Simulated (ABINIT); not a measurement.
# NbP (I4_1md) in ABINIT: further runs, part 2 of 2

ABINIT 10.8.3 (patched build). The steps go on from the part before.

## (3) Single point, PBE (cell relaxed)

run.abi reads:

```
# Pseudopotentials
pp_dirpath "./"
pseudos "Nb.upf, P.upf"

# Structure
acell 6.1922421201 6.1922421201 6.1922421201 Angstrom
rprim
    -0.2701360796     0.2701360796     0.9241498780
     0.2701360796    -0.2701360796     0.9241498780
     0.2701360796     0.2701360796    -0.9241498780
ntypat 2
znucl 41 15
natom 4
typat 1 1 2 2
xred
     0.2499996800     0.7499996800     0.5000000000
     0.4999996800     0.4999996800     0.0000000000
     0.8326288900     0.3326288900     0.5000000000
     0.0826288900     0.0826288900     0.0000000000
chkprim 0
chksymtnons 0
tolsym 1.0e-6

# Plane-wave basis
ecut 41.0

# k points
kptopt 1
ngkpt 8 8 8
nshiftk 1
shiftk 0.0 0.0 0.0

# Exchange and correlation
ixc 11

# Bands and occupations
nband 22
occopt 3
tsmear 0.05 eV

# SCF cycle
nstep 100
tolvrs 1.0e-10

# Output
iomode 3
prtwf 0
prtden 0
prteig 0
prtebands 0
enunit 2
```

Potentials or basis: Ansatz NC PBE.

Launch:

```bash
> mpirun --bind-to none -np 4 abinit run.abi > log 2>&1
```

run.abo:

```text
[... set-up lines left out ...]
 ETOT  1  -146.45085798893    -1.465E+02 8.419E-02 4.675E+03
 ETOT  2  -146.49911153392    -4.825E-02 7.719E-02 5.522E+03
 ETOT  3  -146.75310546801    -2.540E-01 6.244E-03 2.040E+00
 ETOT  4  -146.75377704558    -6.716E-04 7.071E-03 1.680E-01
 ETOT  5  -146.75379718300    -2.014E-05 2.776E-03 1.877E-01
 ETOT  6  -146.75380702329    -9.840E-06 5.189E-03 1.341E-03
 ETOT  7  -146.75380732453    -3.012E-07 5.308E-03 8.738E-05
 ETOT  8  -146.75380735213    -2.759E-08 4.886E-03 1.972E-05
 ETOT  9  -146.75380735659    -4.465E-09 4.474E-03 1.051E-06
 ETOT 10  -146.75380735715    -5.585E-10 3.365E-03 1.312E-07
 ETOT 11  -146.75380735723    -8.387E-11 2.273E-03 1.630E-09
 ETOT 12  -146.75380735725    -1.131E-11 1.011E-03 3.614E-10
 ETOT 13  -146.75380735724     1.393E-12 5.319E-04 5.061E-11

 At SCF step   13       vres2   =  5.06E-11 < tolvrs=  1.00E-10 =>converged.

 Cartesian components of stress tensor (hartree/bohr^3)
  sigma(1 1)=  9.73620608E-07  sigma(3 2)=  0.00000000E+00
  sigma(2 2)=  9.73620608E-07  sigma(3 1)=  0.00000000E+00
  sigma(3 3)=  1.00481640E-06  sigma(2 1)=  0.00000000E+00

--- !ResultsGS
iteration_state: {dtset: 1, }
comment   : Summary of ground state results
lattice_vectors:
- [ -3.1610356,   3.1610356,  10.8140708, ]
- [  3.1610356,  -3.1610356,  10.8140708, ]
- [  3.1610356,   3.1610356, -10.8140708, ]
lattice_lengths: [  11.70164,   11.70164,   11.70164, ]
lattice_angles: [148.655, 148.655,  44.919, ] # degrees, (23, 13, 12)
lattice_volume:   4.3222310E+02
convergence: {deltae:  1.393E-12, res2:  5.061E-11, residm:  5.319E-04, diffor: null, }
etotal    :  -1.46753807E+02
entropy   :   0.00000000E+00
fermie    :   4.59561850E-01
cartesian_stress_tensor: # hartree/bohr^3
- [  9.73620608E-07,   0.00000000E+00,   0.00000000E+00, ]
- [  0.00000000E+00,   9.73620608E-07,   0.00000000E+00, ]
- [  0.00000000E+00,   0.00000000E+00,   1.00481640E-06, ]
pressure_GPa:  -2.8951E-02
xred      :
- [  2.5000E-01,   7.5000E-01,   5.0000E-01, Nb]
- [  5.0000E-01,   5.0000E-01,   1.9505E-17, Nb]
- [  8.3263E-01,   3.3263E-01,   5.0000E-01,  P]
- [  8.2629E-02,   8.2629E-02,   3.2234E-18,  P]
cartesian_forces: # hartree/bohr
[... 47 lines left out ...]
    4      0.00000000000000    -0.00000000000000    -0.00005059489296
 frms,max,avg= 2.9210975E-05 5.0594893E-05   0.000E+00  0.000E+00 -3.264E-07 e/A
 length scales= 11.701641712300 11.701641712300 11.701641712300 bohr
              =  6.192242120100  6.192242120100  6.192242120100 angstroms
 Fermi (or HOMO) energy (hartree) =   0.45956   Average Vxc (hartree)=  -0.44727
 Eigenvalues (hartree) for nkpt=  59  k points:
 kpt#   1, nband= 22, wtk=  0.00195, kpt=  0.0000  0.0000  0.0000 (reduced coord)
  -1.55789   -1.55648   -0.68626   -0.67878   -0.67878   -0.67352   -0.67352   -0.67187
  -0.00850    0.08030    0.23288    0.34825    0.37742    0.37742    0.38108    0.39678
   0.40977    0.40977    0.49010    0.51856    0.55794    0.57560
      occupation numbers for kpt#   1
   2.00000    2.00000    2.00000    2.00000    2.00000    2.00000    2.00000    2.00000
   2.00000    2.00000    2.00000    2.00000    2.00000    2.00000    2.00000    2.00000
   2.00000    2.00000    0.00000    0.00000    0.00000    0.00000
 prteigrs : prtvol=0 or 1, do not print more k-points.

 Fermi (or HOMO) energy (eV) =  12.50532   Average Vxc (eV)= -12.17078
 Eigenvalues (   eV  ) for nkpt=  59  k points:
 kpt#   1, nband= 22, wtk=  0.00195, kpt=  0.0000  0.0000  0.0000 (reduced coord)
 -42.39224  -42.35390  -18.67405  -18.47050  -18.47050  -18.32750  -18.32750  -18.28263
  -0.23123    2.18503    6.33705    9.47642   10.27015   10.27015   10.36984   10.79683
  11.15038   11.15038   13.33635   14.11070   15.18225   15.66277
 prteigrs : prtvol=0 or 1, do not print more k-points.

--- !EnergyTerms
iteration_state     : {dtset: 1, }
comment             : Components of total free energy in Hartree
kinetic             :  4.14370688783416E+01
hartree             :  1.95561250922417E+01
xc                  : -3.80285311171213E+01
Ewald energy        : -1.07875670797288E+02
psp_core            :  3.37497058851651E+00
local_psp           : -8.32705832853376E+01
non_local_psp       :  1.80530928574363E+01
internal            : -1.46753527783211E+02
'-kT*entropy'       : -2.79574033836914E-04
total_energy        : -1.46753807357245E+02
total_energy_eV     : -3.99337453506627E+03
band_energy         : -8.51821444929296E+00
...

 Cartesian components of stress tensor (hartree/bohr^3)
  sigma(1 1)=  9.73620608E-07  sigma(3 2)=  0.00000000E+00
  sigma(2 2)=  9.73620608E-07  sigma(3 1)=  0.00000000E+00
  sigma(3 3)=  1.00481640E-06  sigma(2 1)=  0.00000000E+00

-Cartesian components of stress tensor (GPa)         [Pressure= -2.8951E-02 GPa]
- sigma(1 1)=  2.86449073E-02  sigma(3 2)=  0.00000000E+00
- sigma(2 2)=  2.86449073E-02  sigma(3 1)=  0.00000000E+00
- sigma(3 3)=  2.95627191E-02  sigma(2 1)=  0.00000000E+00

== END DATASET(S) ==============================================================
================================================================================

 -outvars: echo values of variables after computation  --------
            acell      1.1701641712E+01  1.1701641712E+01  1.1701641712E+01 Bohr
           etotal     -1.4675380736E+02
            fcart      9.4811880487E-23  2.5363055810E-22  9.8391401617E-07
                       9.4811880487E-23  4.1872321283E-23  9.8391401617E-07
                      -2.2879217205E-22 -6.9973494444E-23 -9.8391401617E-07
                       3.9168411081E-23 -2.2552938494E-22 -9.8391401617E-07
            rprim     -2.7013607960E-01  2.7013607960E-01  9.2414987800E-01
                       2.7013607960E-01 -2.7013607960E-01  9.2414987800E-01
                       2.7013607960E-01  2.7013607960E-01 -9.2414987800E-01
           strten      9.7362060829E-07  9.7362060828E-07  1.0048163980E-06
                       0.0000000000E+00  0.0000000000E+00  0.0000000000E+00
           xangst      1.6727480103E+00 -9.2856167769E-17  2.8612762375E+00
                      -1.1867519371E-17  7.7121646867E-17  5.7225561374E+00
                       1.1750094465E-16  1.6727480103E+00  3.8069774284E+00
                      -8.1971046662E-18  1.8980863814E-17  9.4569752844E-01
             xred      2.4999968000E-01  7.4999968000E-01  5.0000000000E-01
                       4.9999968000E-01  4.9999968000E-01  1.9505068037E-17
                       8.3262889000E-01  3.3262889000E-01  5.0000000000E-01
                       8.2628890000E-02  8.2628890000E-02  3.2233663054E-18
 Calculation completed.
```

Wall time 2.7 min (4 MPI ranks of Arm Neoverse V2, shared host); peak memory 0.8 GiB.

What came out:

```
Free energy                                           : -3993.3745 eV
Pressure                                              : 0.0 GPa
Band gap on the k mesh                                : none (metal or under the smearing width)
Valence electrons inside the program's atomic spheres : Nb 9.41; P 2.87
```
